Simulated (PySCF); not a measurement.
# SnSe (Fm-3m) in PySCF: a series of runs

One crystal, SnSe, is run at these levels: PBE; tasks: single point, equation of state.

Program: PySCF 2.14.0. These are calculated values, not measurements. Logs are shortened: lines on timing, memory, paths and dates and some standing lists are left out, and cuts for length are marked.

### 1 Starting point

It takes space group Fm-3m (No. 225, cubic). The conventional cell has a = 6.020 Å, b = 6.020 Å, c = 6.020 Å, α = 90.00°, β = 90.00°, γ = 90.00°. Sn (site symmetry m-3m) has 6 Se at 3.01 Å as nearest neighbours. Se (site symmetry m-3m) has 6 Sn at 3.01 Å as nearest neighbours.

Measurements of this composition are mostly on another form, of space group No. 62.

### 2 Single point, PBE, 25.63 Å³/atom (volume scaled by 0.94)

Input file run.py:

```python
import json
import numpy as np
from pyscf.pbc import gto, scf, dft, df

cell = gto.Cell()
cell.basis = {'Se': 'DZVP-MOLOPT-SR-GTH-q6', 'Sn': 'DZVP-MOLOPT-SR-GTH-q4'}
cell.pseudo = {'Se': 'GTH-PBE-q6', 'Sn': 'GTH-PBE-q4'}
cell.fromfile('SnSe.cif')
cell.ke_cutoff = 50  # hartree
cell.exp_to_discard = 0.02
cell.precision = 1e-08
cell.space_group_symmetry = True
cell.symmorphic = False
cell.max_memory = 5040  # MB
cell.verbose = 4
cell.build()

res = {}
kpts = cell.make_kpts([7, 7, 7], space_group_symmetry=True, time_reversal_symmetry=True)
cell.space_group_symmetry = False  # the mesh holds the operations; no search on the supercells of the integral code
mf = dft.KRKS(cell, kpts, xc='pbe')
mf = mf.multigrid_numint()
mf = mf.smearing(sigma=0.00183747, method='fermi')  # hartree
mf.conv_tol = 1e-07
mf.max_cycle = 60

mf.kernel()
res.update(converged=bool(mf.converged), e_tot=mf.e_tot, nelec=cell.nelectron, nao=cell.nao, mesh=list(map(int, cell.mesh)), a=cell.lattice_vectors().tolist(), coords=cell.atom_coords().tolist(),
           mo_energy=[np.real(x).tolist() for x in mf.mo_energy], mo_occ=[np.real(x).tolist() for x in mf.mo_occ])
res.update(e_free=mf.e_free, e_zero=mf.e_zero)
res.update(kpts=kpts.kpts_scaled_ibz.tolist(), weights=kpts.weights_ibz.tolist())
res['parts'] = {k: float(np.real(v)) for k, v in mf.scf_summary.items() if np.isscalar(v)}
json.dump(res, open('results.json', 'w'))
if not mf.converged:
    raise SystemExit('SCF not converged')

print('levels (eV)')
for i, kp in enumerate(res['kpts'][:40]):
    print('k %7.4f %7.4f %7.4f  ' % tuple(kp), ' '.join('%.3f' % (x * 27.211386) for x in res['mo_energy'][i][:10]))

mf = mf.to_khf()  # unfold to the whole mesh
kpts = mf.kpts
# Mulliken populations
dm, s = np.asarray(mf.make_rdm1()), np.asarray(mf.get_ovlp())
sites = cell.aoslice_by_atom()[:, 2:]
tot = np.einsum('kij,kji->i', dm, s).real / len(kpts)
res['mulliken'] = [cell.atom_charge(i) - tot[a0:a1].sum() for i, (a0, a1) in enumerate(sites)]
print('Mulliken charges', np.round(res['mulliken'], 5))

# density on a uniform mesh
grids = dft.gen_grid.UniformGrids(cell)
grids.mesh = [23, 23, 23]
grids.build()
ni = dft.numint.KNumInt()
rho = [ni.get_rho(cell, x, grids, kpts) for x in [dm]]
np.save('rho.npy', np.reshape(rho, (-1, *grids.mesh)))
res['done'] = True
json.dump(res, open('results.json', 'w'))
```

Input file SnSe.cif:

```cif
data_SnSe
_cell_length_a 4.16988532
_cell_length_b 4.16988532
_cell_length_c 4.16988532
_cell_angle_alpha 60.00000000
_cell_angle_beta 60.00000000
_cell_angle_gamma 60.00000000
_space_group_name_H-M_alt 'P1'
_space_group_name_Hall 'P 1'
_space_group_IT_number 1
loop_
_space_group_symop_operation_xyz
'x,y,z'
loop_
_atom_site_label
_atom_site_type_symbol
_atom_site_symmetry_multiplicity
_atom_site_Wyckoff_symbol
_atom_site_fract_x
_atom_site_fract_y
_atom_site_fract_z
_atom_site_occupancy
Sn1 Sn 1 a 0.0000000000 0.0000000000 0.0000000000 1
Se1 Se 1 a 0.5000000000 0.5000000000 0.5000000000 1
```

Potentials or basis: DZVP-MOLOPT-SR/GTH-PBE (potentials made for PBE).

The run is started by

```sh
OMP_NUM_THREADS=4 python -u run.py > log
```

What it wrote:

```text
Discarded 0 diffused primitive functions, 0 contracted functions
time reversal: False
k-points in IBZ                         weights
  0:  0.000000,  0.000000,  0.000000    1/343
  1:  0.571429,  0.571429,  0.000000    6/343
  2:  0.571429,  0.571429,  0.571429    8/343
  3:  0.714286,  0.714286, -0.000000    6/343
  4:  0.714286,  0.714286,  0.285714    24/343
  5:  0.714286,  0.714286,  0.428571    12/343
[... 12 lines left out ...]
 18:  0.857143,  0.857143,  0.714286    12/343
 19:  0.857143,  0.857143,  0.857143    8/343

******** <class 'pyscf.pbc.scf.smearing.SmearingKsymAdaptedKRKS'> ********
method = SmearingKsymAdaptedKRKS
initial guess = minao
damping factor = 0
level_shift factor = 0
DIIS = <class 'pyscf.scf.diis.CDIIS'>
diis_start_cycle = 1
diis_space = 8
diis_damp = 0
SCF conv_tol = 1e-07
SCF conv_tol_grad = None
SCF max_cycles = 60
direct_scf = True
direct_scf_tol = 1e-13

******** PBC SCF flags ********
N kpts (BZ) = 343
N kpts (IBZ) = 20
Exchange divergence treatment (exxdiv) = ewald
    madelung (= occupied orbital energy shift) = 0.05877467810946099
    Total energy shift due to Ewald probe charge = -1/2 * Nelec*madelung = -0.293873390547
DF object = <pyscf.pbc.df.fft.FFTDF object>
XC functionals = pbe
small_rho_cutoff = 0
Uniform grid, mesh = [27 27 27]
Set gradient conv threshold to 0.000316228
nelec by numeric integration = 10.000000000000004
init E= -12.8791134575993
    sigma = 0.00183747  Optimized mu = 0.261597798423  entropy = 0.000332712367298
nelec by numeric integration = 9.999999999999996
    Total E(T) = -12.9403008990683  Free energy = -12.9403015104173  E0 = -12.9403012047428
cycle= 1 E= -12.9403008990683  delta_E= -0.0612  |g|= 0.556  |ddm|=   10
    sigma = 0.00183747  Optimized mu = 0.265740689319  entropy = 0.0114462870173
nelec by numeric integration = 9.999999999999995
    Total E(T) = -12.930281718264  Free energy = -12.930302750473  E0 = -12.9302922343685
cycle= 2 E= -12.930281718264  delta_E= 0.01  |g|= 0.763  |ddm|= 3.98
    sigma = 0.00183747  Optimized mu = 0.258704984885  entropy = 0.00198428177834
nelec by numeric integration = 9.999999999999996
    Total E(T) = -12.9501145703139  Free energy = -12.9501182163722  E0 = -12.950116393343
cycle= 3 E= -12.9501145703139  delta_E= -0.0198  |g|= 0.00649  |ddm|= 2.52
    sigma = 0.00183747  Optimized mu = 0.258853798154  entropy = 0.00204369882896
nelec by numeric integration = 9.999999999999998
    Total E(T) = -12.9501161050516  Free energy = -12.9501198602869  E0 = -12.9501179826693
cycle= 4 E= -12.9501161050516  delta_E= -1.53e-06  |g|= 0.000553  |ddm|= 0.0219
    sigma = 0.00183747  Optimized mu = 0.258841153953  entropy = 0.00204675848407
nelec by numeric integration = 9.999999999999996
    Total E(T) = -12.950116108805  Free energy = -12.9501198696623  E0 = -12.9501179892337
cycle= 5 E= -12.950116108805  delta_E= -3.75e-09  |g|= 2.1e-06  |ddm|= 0.00167
    sigma = 0.00183747  Optimized mu = 0.258841200985  entropy = 0.00204679914767
nelec by numeric integration = 9.999999999999998
    Total E(T) = -12.9501161087302  Free energy = -12.9501198696622  E0 = -12.9501179891962
Extra cycle  E= -12.9501161087302  delta_E= 7.48e-11  |g|= 2.72e-06  |ddm|= 1.45e-05
converged SCF energy = -12.9501161087302
levels (eV)
k  0.0000  0.0000  0.0000   -7.609 1.804 4.332 4.332 4.332 11.336 11.336 11.336 12.908 12.908
k  0.5714  0.5714  0.0000   -6.344 0.124 1.562 2.792 2.792 9.752 12.394 12.394 12.587 17.333
k  0.5714  0.5714  0.5714   -6.610 -1.584 4.502 4.502 6.551 7.706 8.018 8.018 15.799 18.118
k  0.7143  0.7143 -0.0000   -6.866 0.002 3.263 3.263 4.160 9.653 10.537 11.700 11.700 16.496
k  0.7143  0.7143  0.2857   -6.309 -0.918 1.715 3.426 4.432 9.735 9.972 11.951 13.089 18.065
k  0.7143  0.7143  0.4286   -6.440 -1.056 1.939 4.045 5.466 8.657 8.831 11.669 16.075 16.247
[... 12 lines left out ...]
k  0.8571  0.8571  0.7143   -7.211 0.117 3.542 4.665 6.006 8.570 8.897 10.937 13.792 13.820
k  0.8571  0.8571  0.8571   -7.454 0.901 4.346 4.346 5.024 10.240 10.281 10.281 13.379 13.548
Mulliken charges [ 0.46069 -0.46069]
```

Run time: 32 s. Hardware: 4 threads of Arm Neoverse V2, shared host; peak memory 2.8 GiB.

What came out:

```
Free energy      : -352.3907 eV
Mulliken charges : Sn +0.46; Se -0.46 e
```

Caveat: Mulliken charges move with the basis; this odd mesh misses L, where the gap lies, so gap, dielectric constants and Born charges aren't listed; the basis of atomic orbitals isn't converged, which shifts pressures, moduli and gaps.

### 3 Single point, PBE, 26.18 Å³/atom (volume scaled by 0.96)

run.py is that of step 2.

Edit SnSe.cif of step 2 so:

```diff
@@ -1,5 +1,5 @@
 data_SnSe
-_cell_length_a 4.16988532
-_cell_length_b 4.16988532
-_cell_length_c 4.16988532
+_cell_length_a 4.19925168
+_cell_length_b 4.19925168
+_cell_length_c 4.19925168
 _cell_angle_alpha 60.00000000
```

Potentials or basis: DZVP-MOLOPT-SR/GTH-PBE (potentials made for PBE).

The run is started by

```sh
OMP_NUM_THREADS=4 python -u run.py > log
```

Run time: 32 s. Hardware: 4 threads of Arm Neoverse V2, shared host; peak memory 2.8 GiB.

Results (log left out):

```yaml
Free_energy: -352.4235 eV
Mulliken_charges: Sn +0.46; Se -0.46 e
```

Caveat: Mulliken charges move with the basis; this odd mesh misses L, where the gap lies, so gap, dielectric constants and Born charges aren't listed; the basis of atomic orbitals isn't converged, which shifts pressures, moduli and gaps.

### 4 Single point, PBE, 26.73 Å³/atom (volume scaled by 0.98)

run.py is that of step 3.

Edit SnSe.cif of step 3 so:

```diff
@@ -1,5 +1,5 @@
 data_SnSe
-_cell_length_a 4.19925168
-_cell_length_b 4.19925168
-_cell_length_c 4.19925168
+_cell_length_a 4.22821295
+_cell_length_b 4.22821295
+_cell_length_c 4.22821295
 _cell_angle_alpha 60.00000000
```

The run is started by

```sh
OMP_NUM_THREADS=4 python -u run.py > log
```

Run time: 31 s. Hardware: 4 threads of Arm Neoverse V2, shared host; peak memory 2.8 GiB.

The run converged. Its results:

```yaml
Free_energy: -352.4469 eV
Mulliken_charges: Sn +0.46; Se -0.46 e
```

Caveat: Mulliken charges move with the basis; this odd mesh misses L, where the gap lies, so gap, dielectric constants and Born charges aren't listed; the basis of atomic orbitals isn't converged, which shifts pressures, moduli and gaps.

### 5 Single point, PBE, 27.27 Å³/atom

run.py is that of step 4.

Edit SnSe.cif of step 4 so:

```diff
@@ -1,5 +1,5 @@
 data_SnSe
-_cell_length_a 4.22821295
-_cell_length_b 4.22821295
-_cell_length_c 4.22821295
+_cell_length_a 4.25678282
+_cell_length_b 4.25678282
+_cell_length_c 4.25678282
 _cell_angle_alpha 60.00000000
```

The run is started by

```sh
OMP_NUM_THREADS=4 python -u run.py > log
```

Wall time 31 s (4 threads of Arm Neoverse V2, shared host); peak memory 2.8 GiB.

Results (log left out):

* Free energy: -352.4619 eV
* Mulliken charges: Sn +0.46; Se -0.46 e

Caveat: Mulliken charges move with the basis; this odd mesh misses L, where the gap lies, so gap, dielectric constants and Born charges aren't listed; the basis of atomic orbitals isn't converged, which shifts pressures, moduli and gaps.

### 6 Single point, PBE, 27.82 Å³/atom (volume scaled by 1.02)

run.py is that of step 5.

Edit SnSe.cif of step 5 so:

```diff
@@ -1,5 +1,5 @@
 data_SnSe
-_cell_length_a 4.25678282
-_cell_length_b 4.25678282
-_cell_length_c 4.25678282
+_cell_length_a 4.28497426
+_cell_length_b 4.28497426
+_cell_length_c 4.28497426
 _cell_angle_alpha 60.00000000
```

Potentials or basis: DZVP-MOLOPT-SR/GTH-PBE (potentials made for PBE).

The run is started by

```sh
OMP_NUM_THREADS=4 python -u run.py > log
```

Wall time 31 s (4 threads of Arm Neoverse V2, shared host); peak memory 2.8 GiB.

The run converged. Its results:

```yaml
Free_energy: -352.4694 eV
Mulliken_charges: Sn +0.46; Se -0.46 e
```

Caveat: Mulliken charges move with the basis; this odd mesh misses L, where the gap lies, so gap, dielectric constants and Born charges aren't listed; the basis of atomic orbitals isn't converged, which shifts pressures, moduli and gaps.

### 7 Single point, PBE, 28.36 Å³/atom (volume scaled by 1.04)

run.py is that of step 6.

Edit SnSe.cif of step 6 so:

```diff
@@ -1,5 +1,5 @@
 data_SnSe
-_cell_length_a 4.28497426
-_cell_length_b 4.28497426
-_cell_length_c 4.28497426
+_cell_length_a 4.31279955
+_cell_length_b 4.31279955
+_cell_length_c 4.31279955
 _cell_angle_alpha 60.00000000
```

The run is started by

```sh
OMP_NUM_THREADS=4 python -u run.py > log
```

Run time: 31 s. Hardware: 4 threads of Arm Neoverse V2, shared host; peak memory 2.8 GiB.

It converged, with:

```
Free energy      : -352.4699 eV
Mulliken charges : Sn +0.47; Se -0.47 e
```

Caveat: Mulliken charges move with the basis; this odd mesh misses L, where the gap lies, so gap, dielectric constants and Born charges aren't listed; the basis of atomic orbitals isn't converged, which shifts pressures, moduli and gaps.

### 8 Single point, PBE, 28.91 Å³/atom (volume scaled by 1.06)

run.py is that of step 7.

Edit SnSe.cif of step 7 so:

```diff
@@ -1,5 +1,5 @@
 data_SnSe
-_cell_length_a 4.31279955
-_cell_length_b 4.31279955
-_cell_length_c 4.31279955
+_cell_length_a 4.34027035
+_cell_length_b 4.34027035
+_cell_length_c 4.34027035
 _cell_angle_alpha 60.00000000
```

The run is started by

```sh
OMP_NUM_THREADS=4 python -u run.py > log
```

Wall time 36 s (4 threads of Arm Neoverse V2, shared host); peak memory 3.4 GiB.

Results (log left out):

- Free energy: -352.4642 eV
- Mulliken charges: Sn +0.47; Se -0.47 e

Caveat: Mulliken charges move with the basis; this odd mesh misses L, where the gap lies, so gap, dielectric constants and Born charges aren't listed; the basis of atomic orbitals isn't converged, which shifts pressures, moduli and gaps.

### 9 Equation of state, PBE

Potentials or basis: DZVP-MOLOPT-SR/GTH-PBE (potentials made for PBE).

No new run: the results of the series are fitted here.

Results (log left out):

| Property | Result |
| --- | --- |
| Equilibrium volume | 28.13 Å³/atom |
| Bulk modulus | 49 GPa |
| Pressure derivative of the bulk modulus | 4.2 |

Energy against volume, from the lowest point:
```tsv
volume (Å³/atom)	energy (meV/atom)
25.635	39.61
26.180	23.22
26.725	11.50
27.271	3.99
27.816	0.29
28.362	0.00
28.907	2.85
```

Caveat: this odd mesh misses L, where the gap lies, so gap, dielectric constants and Born charges aren't listed; the basis of atomic orbitals isn't converged, which shifts pressures, moduli and gaps. PBE usually gives volumes a little too large and moduli too small.
